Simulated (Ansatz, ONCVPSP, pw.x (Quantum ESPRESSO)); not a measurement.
# pw.x on fcc Ti: one setting changed

Potential: optimised norm-conserving Vanderbilt (ONCV), ONCVPSP 4.0.1.1 (patched build), PBE; core [Ne], reference 3s2 3p6 3d2 4s2; waves: 3s+4s: rc 1.65 bohr, ncon 4, nbas 8, qcut 6.9 1/bohr, 2 projectors; 3p: rc 1.45 bohr, ncon 3, nbas 7, qcut 11.8 1/bohr, 2 projectors, debl 3.9 Ha; 3d: rc 2.50 bohr, ncon 5, nbas 9, qcut 6.9 1/bohr, 1 projector; local part: polynomial inside 1.30 bohr (lpopt 5, dvloc0 4 Ha); core correction: Teter function, fcfact 2.5, rcfact 1.75.

The reference run (k-mesh 14³, cutoffs 100/400 Ry, Fermi–Dirac 0.01 Ry, mixing_beta 0.4, conv_thr 1e-9, no spin) gives 1.37 GPa at 17.482 Å³/atom, where all-electron LAPW gives -0.10 GPa. This run, with its own iteration cap, changes smearing to mp.

```
&control
  calculation='scf', prefix='x', pseudo_dir='./', outdir='./tmp', tstress=.true., disk_io='none'
/
&system
  ibrav=0, nat=1, ntyp=1, ecutwfc=100, ecutrho=400, nbnd=14,
  occupations='smearing', smearing='mp', degauss=0.01
/
&electrons
  conv_thr=1e-09, mixing_beta=0.4, electron_maxstep=70
/
ATOMIC_SPECIES
Ti 1.0 Ti.UPF
CELL_PARAMETERS angstrom
  0.00000000 2.05993590 2.05993590
  2.05993590 0.00000000 2.05993590
  2.05993590 2.05993590 0.00000000
ATOMIC_POSITIONS crystal
Ti 0.0000 0.0000 0.0000
K_POINTS automatic
14 14 14 0 0 0
```

```bash
pw.x < Ti.scf.in > Ti.scf.out
```

Question: How does the run end?

Answer: It converges in 8 iterations; the free energy moves by +53.4 meV/atom and the pressure by -0.48 GPa. This scheme is built to cancel the term in the square of the width that Fermi–Dirac smearing leaves in the F of a metal.

```
Message from routine setup:
     using ibrav=0 with symmetry is DISCOURAGED, use correct ibrav instead
     lattice parameter (alat)  =       5.5051  a.u.
     unit-cell volume          =     117.9744 (a.u.)^3
     number of electrons       =        12.00
     number of Kohn-Sham states=           14
     kinetic-energy cutoff     =     100.0000  Ry
     charge density cutoff     =     400.0000  Ry
     scf convergence threshold =      1.0E-09
     Exchange-correlation= PBE
     number of k points=   104  Methfessel-Paxton smearing, width (Ry)=  0.0100
     iteration #  1     ecut=   100.00 Ry     beta= 0.40
     total energy              =    -120.21038468 Ry
     estimated scf accuracy    <       0.02972751 Ry
     iteration #  2     ecut=   100.00 Ry     beta= 0.40
     total energy              =    -120.21405621 Ry
     estimated scf accuracy    <       0.00145625 Ry
     iteration #  3     ecut=   100.00 Ry     beta= 0.40
     total energy              =    -120.21419813 Ry
     estimated scf accuracy    <       0.00023252 Ry
     iteration #  4     ecut=   100.00 Ry     beta= 0.40
     total energy              =    -120.21420589 Ry
     estimated scf accuracy    <       0.00000271 Ry
     iteration #  5     ecut=   100.00 Ry     beta= 0.40
     total energy              =    -120.21420500 Ry
     estimated scf accuracy    <       0.00000164 Ry
     iteration #  6     ecut=   100.00 Ry     beta= 0.40
     total energy              =    -120.21420526 Ry
     estimated scf accuracy    <       0.00000003 Ry
     iteration #  7     ecut=   100.00 Ry     beta= 0.40
     total energy              =    -120.21420525 Ry
     estimated scf accuracy    <          8.5E-09 Ry
     iteration #  8     ecut=   100.00 Ry     beta= 0.40
     the Fermi energy is    13.3202 ev
!    total energy              =    -120.21420525 Ry
     estimated scf accuracy    <          2.7E-11 Ry
     smearing contrib. (-TS)   =      -0.00011629 Ry
     The total energy is F=E-TS. E is the sum of the following terms:
     one-electron contribution =     -39.10849591 Ry
     hartree contribution      =      23.75625721 Ry
     xc contribution           =     -20.05983007 Ry
     ewald contribution        =     -84.80202019 Ry
     convergence has been achieved in   8 iterations
          total   stress  (Ry/bohr**3)                   (kbar)     P=        8.91
     Message from routine punch:
     Nothing written, as per user request (disk_io='none')
```

The run took about 61 s on one core of a shared host (Neoverse-N1, 64 threads, 124 GiB, load 59).
